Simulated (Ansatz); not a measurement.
Crystal: Re.

```
Re
1.0
     2.76639    0.00000    0.00000
    -1.38319    2.39576    0.00000
     0.00000    0.00000    8.93885
Re
4
Direct
  0.66667 0.33333 0.75000
  0.00000 0.00000 0.50000
  0.33333 0.66667 0.25000
  0.00000 0.00000 0.00000
```

Base run:

- Program: Ansatz 0.2.0
- Functional: PBE
- Potentials or basis: Ansatz PAW
- Cutoff: 800 eV
- Density cutoff: 3200 eV
- k mesh: 11 × 11 × 3
- Occupations: fermi-dirac, width 0.05 eV
- Spin: no spin polarisation

Its results: band gap on the k mesh none (metal or under the smearing width); pressure 3.3 GPa.

Task: The run is repeated on the same cell with these changes: cutoff from 800 eV to 420 eV (not typed: the program's choice for these potentials); spin from no spin polarisation to spin-orbit coupling, no magnetisation; potential files from those of the base run to others of the same set. What comes out?

Result: Band gap on the k mesh none (metal or under the smearing width); pressure 4.0 GPa.
